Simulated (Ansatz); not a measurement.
## Hf in Ansatz: convergence with ecutrho ratio

Input of the first run (ecutrho ratio 4); the others differ in this setting and in those tied to it:

The input input.yaml:

```yaml
crystal:
  lattice:
    - [0.0, 2.22, 2.22]
    - [2.22, 0.0, 2.22]
    - [2.22, 2.22, 0.0]
  atoms:
    - { symbol: Hf, position: [0.0, 0.0, 0.0] }
hamiltonian:
  xc: pbe
  pseudopotentials: { kind: paw }
kpoints:
  mp_grid: { grid: [9, 9, 9] }
scf:
  occupations: { method: gaussian, width: 0.05 }
output:
  forces: true
  stress: true
  eigenvalues: true
basis:
  ecutrho_ratio: 4
```

Potentials or basis: Ansatz PAW.

Launch:

```bash
$ ansatz run input.yaml --threads 2 --pin off --max-ram 5632MiB --backend cpu --events-out ev --progress --plain --runs-dir out
```

This isn't the form of Hf at room conditions, which is hcp.

Hardware: 2 threads of Intel(R) Xeon(R) 6975P-C (Granite Rapids), on a shared host.

```csv
ecutrho ratio,"energy less the tightest run, at zero smearing (meV/atom)",SCF cycles,CPU time (s),peak memory (GiB)
4,0.00,7,0.69,0.31
5,0.00,7,0.76,0.32
6,0.00,7,0.83,0.34
8,0.00,7,0.73,0.32
10,0.00,7,0.98,0.36
12,0.00,7,1.1,0.37
```

Against the tightest run, the energy stays within 1 meV/atom from 4 on. The tightest run that finished is the yardstick and may itself not be fully converged.

The run has no spin-orbit coupling, so splittings on Hf are missing.
